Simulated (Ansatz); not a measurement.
Reactions of BClH$_{6}$OSi$_{2}$ (`[SiH3][SiH2]OBCl`).

Calculated with Ansatz (gas phase, PBE0-D4/def2-TZVP geometries, no zero-point term in ΔE). CCSD(T)/CBS is the MP2 limit (def2-TZVPP, def2-QZVPP) plus CCSD(T) − MP2 in def2-TZVPP, frozen cores. This one scheme is used for every species. Elements past krypton have def2 core potentials. For Se, W outer-core shells are correlated without core-valence functions, which leaves a few kJ/mol of doubt a bond. Scalar relativity is left out up to krypton. Each species was taken in one conformer, which may not be the lowest.

| reaction | CCSD(T)/CBS(def2) (eV) |
| --- | --- |
| `[SiH3][SiH2]OBCl` + H₂Se → `[SiH3][SiH2][SeH]` + `OBCl` | 0.11 |
| `[SiH3][SiH2]OBCl` + `N[SiH](Cl)O[SiH3]` → `N[Si]([SiH3])(Cl)O[SiH3]` + `[SiH3]OBCl` | -0.01 |
| `[SiH3][SiH2]OBCl` + `[SiH3][SiH3]` → `[SiH3][SiH2][SiH3]` + `[SiH3]OBCl` | -0.17 |
| `[SiH3][SiH2]OBCl` + `[O]=[W](=[O])([OH])[OH]` → `OBO[SiH2][SiH3]` + `[O]=[W](=[O])([OH])[Cl]` | -0.75 |
| `[SiH3][SiH2]OBCl` + `CCBS` → `CCBS[SiH3]` + `[SiH3]OBCl` | -0.61 |
| `[SiH3][SiH2]OBCl` + `F[SiH2]C1CO1` → `ClBC1CO1` + `F[SiH2]O[SiH2][SiH3]` | ? |
| `[SiH3][SiH2]OBCl` + `C=C(C)[SiH3]` → `C=C(C)[SiH2][SiH3]` + `[SiH3]OBCl` | ? |
| `[SiH3][SiH2]OBCl` + `CC(=O)O` → `CC(=O)OBCl` + `O[SiH2][SiH3]` | 0.40 |
| `[SiH3][SiH2]OBCl` + `[AlH2][SeH]` → `[AlH2][Se][SiH3]` + `[SiH3]OBCl` | ? |
| `[SiH3][SiH2]OBCl` + `BN` → `BN[SiH2][SiH3]` + `OBCl` | 0.44 |

(1) Fill in the missing values. (An estimate is asked.)

Largest T1 diagnostic: 0.023, for `[O]=[W](=[O])([OH])[OH]`.

Answers

(1) Computed: `[SiH3][SiH2]OBCl` + `F[SiH2]C1CO1` → `ClBC1CO1` + `F[SiH2]O[SiH2][SiH3]`: -0.08 eV; `[SiH3][SiH2]OBCl` + `C=C(C)[SiH3]` → `C=C(C)[SiH2][SiH3]` + `[SiH3]OBCl`: -0.11 eV; `[SiH3][SiH2]OBCl` + `[AlH2][SeH]` → `[AlH2][Se][SiH3]` + `[SiH3]OBCl`: -0.76 eV.
